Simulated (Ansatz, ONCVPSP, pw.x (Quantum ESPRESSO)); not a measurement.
## What a changed setting does to a pw.x run (sc Pt)

Potential: optimised norm-conserving Vanderbilt (ONCV), ONCVPSP 4.0.1.1 (patched build), PBE; core [Kr] 4d10 4f14, reference 5s2 5p6 5d9 6s1; waves: 5s+6s: rc 1.70 bohr, ncon 5, nbas 9, qcut 8.5 1/bohr, 2 projectors; 5p: rc 1.85 bohr, ncon 3, nbas 8, qcut 6.2 1/bohr, 3 projectors, debl 2.2 Ha; 5d: rc 2.30 bohr, ncon 5, nbas 10, qcut 6.8 1/bohr, 2 projectors, debl 0.5 Ha; local part: polynomial inside 1.40 bohr (lpopt 4, dvloc0 4 Ha); core correction: Teter function, fcfact 1.6, rcfact 1.4.

The reference run (k-mesh 12³, cutoffs 70/280 Ry, Fermi–Dirac 0.01 Ry, mixing_beta 0.4, conv_thr 1e-9, no spin) gives -1.43 GPa at 18.193 Å³/atom, where all-electron LAPW gives -0.80 GPa. This run, with its own iteration cap, changes k-mesh points per axis to 2.

```
&control
  calculation='scf', prefix='x', pseudo_dir='./', outdir='./tmp', tstress=.true., disk_io='none'
/
&system
  ibrav=0, nat=1, ntyp=1, ecutwfc=70, ecutrho=280, nbnd=17,
  occupations='smearing', smearing='fd', degauss=0.01
/
&electrons
  conv_thr=1e-09, mixing_beta=0.4, electron_maxstep=50
/
ATOMIC_SPECIES
Pt 1.0 Pt.UPF
CELL_PARAMETERS angstrom
  2.63007484 0.00000000 0.00000000
  0.00000000 2.63007484 0.00000000
  0.00000000 0.00000000 2.63007484
ATOMIC_POSITIONS crystal
Pt 0.0000 0.0000 0.0000
K_POINTS automatic
2 2 2 0 0 0
```

```bash
pw.x < Pt.scf.in > Pt.scf.out
```

**Question.** How does the run end?

**Answer.** It converges in 8 iterations; the free energy moves by +1.53 eV/atom and the pressure by +15.95 GPa.

```
Message from routine setup:
     using ibrav=0 with symmetry is DISCOURAGED, use correct ibrav instead
     lattice parameter (alat)  =       4.9701  a.u.
     unit-cell volume          =     122.7724 (a.u.)^3
     number of electrons       =        18.00
     number of Kohn-Sham states=           17
     kinetic-energy cutoff     =      70.0000  Ry
     charge density cutoff     =     280.0000  Ry
     scf convergence threshold =      1.0E-09
     Exchange-correlation= PBE
     number of k points=     4  Fermi-Dirac smearing, width (Ry)=  0.0100
     iteration #  1     ecut=    70.00 Ry     beta= 0.40
     total energy              =    -246.16014940 Ry
     estimated scf accuracy    <       0.06589189 Ry
     iteration #  2     ecut=    70.00 Ry     beta= 0.40
     total energy              =    -246.16156939 Ry
     estimated scf accuracy    <       0.01141270 Ry
     iteration #  3     ecut=    70.00 Ry     beta= 0.40
     total energy              =    -246.16166473 Ry
     estimated scf accuracy    <       0.00151378 Ry
     [... 2 iterations left out ...]
     iteration #  6     ecut=    70.00 Ry     beta= 0.40
     total energy              =    -246.16172710 Ry
     estimated scf accuracy    <       0.00000005 Ry
     iteration #  7     ecut=    70.00 Ry     beta= 0.40
     total energy              =    -246.16172709 Ry
     estimated scf accuracy    <       0.00000004 Ry
     iteration #  8     ecut=    70.00 Ry     beta= 0.40
     the Fermi energy is    19.9367 ev
!    total energy              =    -246.16172709 Ry
     estimated scf accuracy    <          6.5E-10 Ry
     smearing contrib. (-TS)   =      -0.00606950 Ry
     The total energy is F=E-TS. E is the sum of the following terms:
     one-electron contribution =     -78.67911454 Ry
     hartree contribution      =      47.59963817 Ry
     xc contribution           =     -30.11401262 Ry
     ewald contribution        =    -184.96216861 Ry
     convergence has been achieved in   8 iterations
          total   stress  (Ry/bohr**3)                   (kbar)     P=      145.16
     Message from routine punch:
     Nothing written, as per user request (disk_io='none')
```

The run took about 2.2 s on one core of a shared host (Neoverse-N1, 64 threads, 124 GiB, load 55).
